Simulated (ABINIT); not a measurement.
**How the form of the self-energy moves the gap of LiF (Griceite)**

How much does the gap of LiF (Griceite) depend on the approximation to the self-energy?

Calculated with ABINIT 10.8.3; PBE and many-body steps on it, plane waves.

**1. Set-up**

Symmetry: Fm-3m, No. 225, cubic system. Conventional cell: a = 4.028 Å, b = 4.028 Å, c = 4.028 Å, α = 90.00°, β = 90.00°, γ = 90.00°. Li has 6 F at 2.01 Å nearest. F has 6 Li at 2.01 Å nearest. Farther neighbours and most contacts between anions are not listed.

The cell and positions come from the Crystallography Open Database and are kept as given unless a step says otherwise.

**2. Empty states on the mesh, 8×8×8 mesh, 150 bands**

This step: ABINIT 10.8.3; DFT, PBE, plane waves, norm-conserving pseudopotentials.

The sums over transitions need many empty states on a uniform mesh; this step solves for them.

The input, run.abi:

```
acell 3*1.0 Angstrom
rprim 
  0.000000000000 2.014000000000 2.014000000000
  2.014000000000 0.000000000000 2.014000000000
  2.014000000000 2.014000000000 -0.000000000000
ntypat 2
znucl 3 9
natom 2
typat 1 2
xred 
  0.000000000000 0.000000000000 0.000000000000
  0.500000000000 0.500000000000 0.500000000000
pp_dirpath "pseudos"
pseudos "Li.upf, F.upf"
ecut 36
ngkpt 8 8 8
nshiftk 1
shiftk 0 0 0
kptopt 1
chksymbreak 0
irdden 1
istwfk *1
nband 150
prtvol 0
optdriver 6
gwr_task "HDIAGO"
paral_kgb 0
occopt 1
indata_prefix "in"
outdata_prefix "out"
tmpdata_prefix "tmp"
```

Run with:

```sh
OMP_NUM_THREADS=1 mpirun -n 4 abinit run.abi > log
```

What it wrote:

```text
.Version 10.8.3 of ABINIT. v10.8.2 released Aug 2026.

 Symmetries : space group Fm -3 m (#225); Bravais cF (face-center cubic)
[... echo of the input left out ...]
== DATASET  1 ==================================================================
-   mpi_nproc: 4, omp_nthreads: 1 (-1 if OMP is not activated)

--- !DatasetInfo
iteration_state: {dtset: 1, }
dimensions: {natom: 2, nkpt: 29, mband: 150, nsppol: 1, nspinor: 1, nspden: 1, mpw: 1158, }
cutoff_energies: {ecut:  36.0, pawecutdg:  -1.0, }
[...]
Direct band gap semiconductor
 Fundamental gap:     9.115 (eV)
   VBM:    -0.974 (eV) at k: [ 0.0000E+00,  0.0000E+00,  0.0000E+00]
   CBM:     8.141 (eV) at k: [ 0.0000E+00,  0.0000E+00,  0.0000E+00]
 Direct gap:         9.115 (eV) at k: [ 0.0000E+00,  0.0000E+00,  0.0000E+00]

== END DATASET(S) ==============================================================
================================================================================

 -outvars: echo values of variables after computation  --------
           etotal      0.0000000000E+00
            nband         150
             nkpt          29
          spgroup         225
 [... the other variables as echoed above ...]

 Calculation completed.
```

It took 16 s on 4 MPI ranks of Arm Neoverse V1, shared host; peak memory 0.53 GiB.

This step gave:

```
gap                                                           : 9.115 eV
k of the valence top                                          : 0, 0, 0
k of the conduction bottom                                    : 0, 0, 0
least direct gap                                              : 9.115 eV
k points computed                                             : 29
lowest point of the top converged band, above the valence top : 226.2936 eV
```

On this mesh the gap is 9.115 eV.

The density comes from a self-consistent run that is not shown.

**3. Screening, 8×8×8 mesh, 142 bands, screening to 304.8 eV**

The RPA dielectric matrix is built and inverted for each q.

This step: RPA screening on PBE, plane waves, norm-conserving pseudopotentials.

run.abi: that of step 2 with these lines changed.

```diff
@@ -20,10 +20,11 @@
 chksymbreak 0
-irdden 1
 istwfk *1
-nband 150
-prtvol 0
-optdriver 6
-gwr_task "HDIAGO"
-paral_kgb 0
 occopt 1
+irdwfk 1
+optdriver 3
+nband 142
+ecuteps 11.2
+inclvkb 2
+awtr 1
+symchi 1
 indata_prefix "in"
```

What it wrote:

```text
.Version 10.8.3 of ABINIT. v10.8.2 released Aug 2026.

 Symmetries : space group Fm -3 m (#225); Bravais cF (face-center cubic)
[... echo of the input left out ...]
== DATASET  1 ==================================================================
-   mpi_nproc: 4, omp_nthreads: 1 (-1 if OMP is not activated)

--- !DatasetInfo
iteration_state: {dtset: 1, }
dimensions: {natom: 2, nkpt: 29, mband: 142, nsppol: 1, nspinor: 1, nspden: 1, mpw: 1158, }
cutoff_energies: {ecut:  36.0, pawecutdg:  -1.0, }
electrons: {nelect:   1.00000000E+01, charge:   0.00000000E+00, occopt:   1.00000000E+00, tsmear:   1.00000000E-02, }

 SCREENING: Calculation of the susceptibility and dielectric matrices

 Based on a program developped by R.W. Godby, V. Olevano, G. Onida, and L. Reining.
 Incorporated in ABINIT by V. Olevano, G.-M. Rignanese, and M. Torrent.
.Using double precision arithmetic ; gwpc =  8

[... cell and pseudopotentials left out ...]
--------------------------------------------------------------------------------

 ==== K-mesh for the wavefunctions ====
 Number of points in the irreducible wedge :    29
[... list of points left out ...]
 Together with 48 symmetry operations and time-reversal symmetry
 yields   512 points in the full Brillouin Zone.

 ==== Q-mesh for the screening function ====
 Number of points in the irreducible wedge :    29
[... list of points left out ...]
 Together with 48 symmetry operations and time-reversal symmetry
 yields   512 points in the full Brillouin Zone.

 setmesh: FFT mesh size selected  =    24x   24x   24
          total number of points  =        13824

 vcoul_init : cutoff-mode = AUXILIARY_FUNCTION
 q-points for optical limit:   1
     1)      0.000010    0.000020    0.000030

- screening: taking advantage of time-reversal symmetry
- Maximum band index for partially occupied states nbvw = 5
- Remaining bands to be divided among processors   nbcw = 137
- Number of bands treated by each node ~34

 Number of electrons calculated from density =   10.0000; Expected =   10.0000
 average of density, n =  0.090697
 r_s =    1.3807
 omega_plasma =   29.0505 [eV]

 calculating chi0 at frequencies [eV] :
  1    0.000000E+00    0.000000E+00
  2    0.000000E+00    2.905047E+01

--------------------------------------------------------------------------------
  q-point number  1        q = ( 0.000000, 0.000000, 0.000000) [r.l.u.]
--------------------------------------------------------------------------------
[... chi0 elements left out ...]
 For q-point:  0.000010 0.000020 0.000030
  dielectric constant =   1.9653
  dielectric constant without local fields =   2.0785

  Average fulfillment of the sum rule on Im[epsilon] for q-point    1 :     88.63  [%]
[... wings left out ...]
  q-point number  2        q = ( 0.125000, 0.000000, 0.000000) [r.l.u.]
--------------------------------------------------------------------------------
[... chi0 elements left out ...]
  Average fulfillment of the sum rule on Im[epsilon] for q-point    2 :     98.12  [%]

 [... 27 further q-points ...]
```

The job ended after 5.9 min (4 MPI ranks; peak memory 1.6 GiB; 23 min of CPU time).

Numbers from this step:

| Property | Result |
| --- | --- |
| ε∞ with local fields, on this mesh, along the program's q direction | 1.965 |
| the same without local fields | 2.079 |
| plasma frequency | 29.05 eV |
| plane waves in the screening matrix | 181 |

Local fields lower ε∞ by 5 %.

**4. G0W0, Godby-Needs plasmon pole**

The self-energy is evaluated for the states that the input lists, and the levels follow from it, in one-shot runs by the linearised quasiparticle equation.

This step: G0W0 on PBE, plane waves, norm-conserving pseudopotentials.

run.abi: that of step 3 with these lines changed.

```diff
@@ -23,8 +23,15 @@
 irdwfk 1
-optdriver 3
+optdriver 4
 nband 142
+gwcalctyp 0
+ecutsigx 36
+symsigma 1
+nkptgw 1
+kptgw 
+  0.0000000000 0.0000000000 0.0000000000
+bdgw 
+  3 9
 ecuteps 11.2
-inclvkb 2
-awtr 1
-symchi 1
+irdscr 1
+ppmodel 1
 indata_prefix "in"
```

What it wrote:

```text
.Version 10.8.3 of ABINIT. v10.8.2 released Aug 2026.

 Symmetries : space group Fm -3 m (#225); Bravais cF (face-center cubic)
[... echo of the input left out ...]
== DATASET  1 ==================================================================
-   mpi_nproc: 4, omp_nthreads: 1 (-1 if OMP is not activated)

--- !DatasetInfo
iteration_state: {dtset: 1, }
dimensions: {natom: 2, nkpt: 29, mband: 142, nsppol: 1, nspinor: 1, nspden: 1, mpw: 1158, }
cutoff_energies: {ecut:  36.0, pawecutdg:  -1.0, }
electrons: {nelect:   1.00000000E+01, charge:   0.00000000E+00, occopt:   1.00000000E+00, tsmear:   1.00000000E-02, }

 SIGMA: Calculation of the GW corrections

 Based on a program developped by R.W. Godby, V. Olevano, G. Onida, and L. Reining.
 Incorporated in ABINIT by V. Olevano, G.-M. Rignanese, and M. Torrent.
.Using double precision arithmetic ; gwpc =  8

[... cell and pseudopotentials left out ...]
--------------------------------------------------------------------------------

 ==== K-mesh for the wavefunctions ====
 Number of points in the irreducible wedge :    29
[... list of points left out ...]
 Together with 48 symmetry operations and time-reversal symmetry
 yields   512 points in the full Brillouin Zone.

 ==== Q-mesh for screening function ====
 Number of points in the irreducible wedge :    29
[... list of points left out ...]
 Together with 48 symmetry operations and time-reversal symmetry
 yields   512 points in the full Brillouin Zone.

 vcoul_init : cutoff-mode = AUXILIARY_FUNCTION
 q-points for optical limit:   1
     1)      0.000010    0.000020    0.000030
 setmesh: FFT mesh size selected  =    30x   30x   30
          total number of points  =        27000

 Number of electrons calculated from density =   10.0000; Expected =   10.0000
 average of density, n =  0.090697
 r_s =    1.3807
 omega_plasma =   29.0505 [eV]

 === KS Band Gaps ===
  >>>> For spin  1
   Minimum direct gap =   9.1146 [eV], located at k-point      :   0.0000  0.0000  0.0000
   Fundamental gap    =   9.1146 [eV], Top of valence bands at :   0.0000  0.0000  0.0000
                                       Bottom of conduction at :   0.0000  0.0000  0.0000
 SIGMA fundamental parameters:
 PLASMON POLE MODEL  1
 number of plane-waves for SigmaX                 1139
 number of plane-waves for SigmaC and W            181
 number of plane-waves for wavefunctions          1139
 number of bands                                   142
 number of independent spin polarizations            1
 number of spinorial components                      1
 number of k-points in IBZ                          29
 number of q-points in IBZ                          29
 number of symmetry operations                      48
 number of k-points in BZ                          512
 number of q-points in BZ                          512
 number of frequencies for dSigma/dE                 9
 frequency step for dSigma/dE [eV]                0.25
 number of omega for Sigma on real axis              0
 max omega for Sigma on real axis  [eV]           0.00
 zcut for avoiding poles [eV]                     0.10

 EPSILON^-1 parameters (SCR file):
 dimension of the eps^-1 matrix on file            181
 dimension of the eps^-1 matrix used               181
 number of plane-waves for wavefunctions          1139
 number of bands                                   142
 number of q-points in IBZ                          29
 number of frequencies                               2
 number of real frequencies                          1
 number of imag frequencies                          1

 matrix elements of self-energy operator (all in [eV])

 Perturbative Calculation

--- !SelfEnergy_ee
iteration_state: {dtset: 1, }
kpoint     : [   0.000,    0.000,    0.000, ]
spin       : 1
KS_gap     :    9.115
QP_gap     :   13.442
Delta_QP_KS:    4.327
data: !SigmaeeData |
     Band     E0 <VxcDFT>   SigX SigC(E0)      Z dSigC/dE  Sig(E)    E-E0       E
        3  -0.974 -23.053 -30.736   4.331   0.826  -0.211 -25.822  -2.769  -3.743
        4  -0.974 -23.053 -30.736   4.331   0.826  -0.211 -25.822  -2.769  -3.743
        5  -0.974 -23.053 -30.736   4.331   0.826  -0.211 -25.822  -2.769  -3.743
        6   8.141 -11.451  -6.603  -3.098   0.891  -0.123  -9.892   1.558   9.699
        7  23.017 -10.011  -3.078  -4.155   0.883  -0.132  -7.558   2.453  25.470
        8  23.017 -10.011  -3.078  -4.155   0.883  -0.132  -7.558   2.453  25.470
        9  23.017 -10.011  -3.078  -4.155   0.883  -0.132  -7.558   2.453  25.470

== END DATASET(S) ==============================================================
================================================================================

 -outvars: echo values of variables after computation  --------
           etotal      0.0000000000E+00
            nband         142
             nkpt          29
          spgroup         225
 [... the other variables as echoed above ...]

 Calculation completed.
```

Run time: 15 s. Hardware: 4 MPI ranks; peak memory 1.4 GiB.

This step gave:

```yaml
g0w0_gap_on_the_points_computed: 13.44 eV
starting_gap_on_the_mesh: 9.115 eV
k_of_the_valence_top: 0, 0, 0
k_of_the_conduction_bottom: 0, 0, 0
z_at_the_valence_top: 0.826
z_at_the_conduction_bottom: 0.891
least_direct_g0w0_gap_on_the_computed_points: 13.44 eV
```

The gap on the mesh goes from 9.11 eV to 13.44 eV, a correction of +4.33 eV.

**5. G0W0, Hybertsen-Louie plasmon pole**

run.abi: that of step 4 with these lines changed.

```diff
@@ -35,3 +35,3 @@
 irdscr 1
-ppmodel 1
+ppmodel 2
 indata_prefix "in"
```

What it wrote:

```text
.Version 10.8.3 of ABINIT. v10.8.2 released Aug 2026.

 Symmetries : space group Fm -3 m (#225); Bravais cF (face-center cubic)
[... echo of the input left out ...]
== DATASET  1 ==================================================================
-   mpi_nproc: 4, omp_nthreads: 1 (-1 if OMP is not activated)

--- !DatasetInfo
iteration_state: {dtset: 1, }
dimensions: {natom: 2, nkpt: 29, mband: 142, nsppol: 1, nspinor: 1, nspden: 1, mpw: 1158, }
cutoff_energies: {ecut:  36.0, pawecutdg:  -1.0, }
electrons: {nelect:   1.00000000E+01, charge:   0.00000000E+00, occopt:   1.00000000E+00, tsmear:   1.00000000E-02, }

 SIGMA: Calculation of the GW corrections

 Based on a program developped by R.W. Godby, V. Olevano, G. Onida, and L. Reining.
 Incorporated in ABINIT by V. Olevano, G.-M. Rignanese, and M. Torrent.
.Using double precision arithmetic ; gwpc =  8

[... cell and pseudopotentials left out ...]
--------------------------------------------------------------------------------

 ==== K-mesh for the wavefunctions ====
 Number of points in the irreducible wedge :    29
[... list of points left out ...]
 Together with 48 symmetry operations and time-reversal symmetry
 yields   512 points in the full Brillouin Zone.

 ==== Q-mesh for screening function ====
 Number of points in the irreducible wedge :    29
[... list of points left out ...]
 Together with 48 symmetry operations and time-reversal symmetry
 yields   512 points in the full Brillouin Zone.

 vcoul_init : cutoff-mode = AUXILIARY_FUNCTION
 q-points for optical limit:   1
     1)      0.000010    0.000020    0.000030
 setmesh: FFT mesh size selected  =    30x   30x   30
          total number of points  =        27000

 Number of electrons calculated from density =   10.0000; Expected =   10.0000
[...]
number of q-points in BZ                          512
 number of frequencies for dSigma/dE                 9
 frequency step for dSigma/dE [eV]                0.25
 number of omega for Sigma on real axis              0
 max omega for Sigma on real axis  [eV]           0.00
 zcut for avoiding poles [eV]                     0.10

 EPSILON^-1 parameters (SCR file):
 dimension of the eps^-1 matrix on file            181
 dimension of the eps^-1 matrix used               181
 number of plane-waves for wavefunctions          1139
 number of bands                                   142
 number of q-points in IBZ                          29
 number of frequencies                               2
 number of real frequencies                          1
 number of imag frequencies                          1

 matrix elements of self-energy operator (all in [eV])

 Perturbative Calculation

--- !SelfEnergy_ee
iteration_state: {dtset: 1, }
kpoint     : [   0.000,    0.000,    0.000, ]
spin       : 1
KS_gap     :    9.115
QP_gap     :   14.141
Delta_QP_KS:    5.026
data: !SigmaeeData |
     Band     E0 <VxcDFT>   SigX SigC(E0)      Z dSigC/dE  Sig(E)    E-E0       E
        3  -0.974 -23.053 -30.736   3.510   0.881  -0.136 -26.728  -3.675  -4.649
        4  -0.974 -23.053 -30.736   3.510   0.881  -0.136 -26.728  -3.675  -4.649
        5  -0.974 -23.053 -30.736   3.510   0.881  -0.136 -26.728  -3.675  -4.649
        6   8.141 -11.451  -6.603  -3.380   0.921  -0.086 -10.099   1.352   9.492
        7  23.017 -10.011  -3.078  -4.244   0.925  -0.081  -7.524   2.487  25.504
        8  23.017 -10.011  -3.078  -4.244   0.925  -0.081  -7.524   2.487  25.504
        9  23.017 -10.011  -3.078  -4.244   0.925  -0.081  -7.524   2.487  25.504

== END DATASET(S) ==============================================================
================================================================================

 -outvars: echo values of variables after computation  --------
           etotal      0.0000000000E+00
            nband         142
             nkpt          29
          spgroup         225
 [... the other variables as echoed above ...]

 Calculation completed.
```

The job ended after 15 s (4 MPI ranks; peak memory 1.3 GiB; 58 s of CPU time).

This step gave:

- G0W0 gap on the points computed: 14.14 eV
- starting gap on the mesh: 9.115 eV
- k of the valence top: 0, 0, 0
- k of the conduction bottom: 0, 0, 0
- Z at the valence top: 0.881
- Z at the conduction bottom: 0.921
- least direct G0W0 gap on the computed points: 14.14 eV

Against G0W0 in ABINIT (8×8×8 mesh, 142 bands, screening to 304.8 eV, Godby-Needs plasmon pole), the gap moves by +0.699 eV.

**6. G0W0, von der Linden-Horsch plasmon pole**

run.abi: that of step 5 with these lines changed.

```diff
@@ -35,3 +35,3 @@
 irdscr 1
-ppmodel 2
+ppmodel 3
 indata_prefix "in"
```

What it wrote:

```text
.Version 10.8.3 of ABINIT. v10.8.2 released Aug 2026.

 Symmetries : space group Fm -3 m (#225); Bravais cF (face-center cubic)
[... echo of the input left out ...]
== DATASET  1 ==================================================================
-   mpi_nproc: 4, omp_nthreads: 1 (-1 if OMP is not activated)

--- !DatasetInfo
iteration_state: {dtset: 1, }
dimensions: {natom: 2, nkpt: 29, mband: 142, nsppol: 1, nspinor: 1, nspden: 1, mpw: 1158, }
cutoff_energies: {ecut:  36.0, pawecutdg:  -1.0, }
[...]
7  23.017 -10.011  -3.078  -4.343   0.939  -0.065  -7.580   2.431  25.448
        8  23.017 -10.011  -3.078  -4.343   0.939  -0.065  -7.580   2.431  25.448
        9  23.017 -10.011  -3.078  -4.343   0.939  -0.065  -7.580   2.431  25.448

== END DATASET(S) ==============================================================
================================================================================

 -outvars: echo values of variables after computation  --------
           etotal      0.0000000000E+00
            nband         142
             nkpt          29
          spgroup         225
 [... the other variables as echoed above ...]

 Calculation completed.
```

It took 7.3 s on 4 MPI ranks; peak memory 1.2 GiB; 29 s of CPU time.

This step gave:

```yaml
g0w0_gap_on_the_points_computed: 13.92 eV
starting_gap_on_the_mesh: 9.115 eV
k_of_the_valence_top: 0, 0, 0
k_of_the_conduction_bottom: 0, 0, 0
least_direct_g0w0_gap_on_the_computed_points: 13.92 eV
```

Against G0W0 in ABINIT (8×8×8 mesh, 142 bands, screening to 304.8 eV, Godby-Needs plasmon pole), the gap moves by +0.479 eV.

**7. G0W0, Engel-Farid plasmon pole**

run.abi: that of step 6 with these lines changed.

```diff
@@ -35,3 +35,3 @@
 irdscr 1
-ppmodel 3
+ppmodel 4
 indata_prefix "in"
```

What it wrote:

```text
.Version 10.8.3 of ABINIT. v10.8.2 released Aug 2026.

 Symmetries : space group Fm -3 m (#225); Bravais cF (face-center cubic)
[... echo of the input left out ...]
== DATASET  1 ==================================================================
-   mpi_nproc: 4, omp_nthreads: 1 (-1 if OMP is not activated)

--- !DatasetInfo
iteration_state: {dtset: 1, }
dimensions: {natom: 2, nkpt: 29, mband: 142, nsppol: 1, nspinor: 1, nspden: 1, mpw: 1158, }
cutoff_energies: {ecut:  36.0, pawecutdg:  -1.0, }
[...]
7  23.017 -10.011  -3.078  -4.245   0.891  -0.123  -7.617   2.394  25.411
        8  23.017 -10.011  -3.078  -4.245   0.891  -0.123  -7.617   2.394  25.411
        9  23.017 -10.011  -3.078  -4.245   0.891  -0.123  -7.617   2.394  25.411

== END DATASET(S) ==============================================================
================================================================================

 -outvars: echo values of variables after computation  --------
           etotal      0.0000000000E+00
            nband         142
             nkpt          29
          spgroup         225
 [... the other variables as echoed above ...]

 Calculation completed.
```

The job ended after 7.3 s (4 MPI ranks; peak memory 1.2 GiB).

This step gave:

* G0W0 gap on the points computed: 13.69 eV
* starting gap on the mesh: 9.115 eV
* k of the valence top: 0, 0, 0
* k of the conduction bottom: 0, 0, 0
* least direct G0W0 gap on the computed points: 13.69 eV

Against G0W0 in ABINIT (8×8×8 mesh, 142 bands, screening to 304.8 eV, Godby-Needs plasmon pole), the gap moves by +0.250 eV.

(Continued in part 2 of 2.)

[Paths, hosts, dates, memory and timing lines, banners, echoed tables and standing remarks are left out of the program output.]

[Logs are printed without paths, hosts, clocks, repeated set-up lines and the standing remarks that a program may print on its own settings, such as how far it seeks lower states.]

[Runs of the session that timed out or met a known fault of the program may be left out.]

[Hosts, paths, dates, database ids (printed as entryN), source tags and the programs' standing remarks are cut or masked in the printed files.]

[G0W0 gaps are taken among the corrected bands and points alone; a level outside them can change the order at an edge.]

[Where Ansatz stands beside ABINIT at settings called matched, ABINIT's density can come from a denser mesh and the files from another edition; pairs whose starting gaps differed by over 0.03 eV were left out, so agreement reads better than it is.]
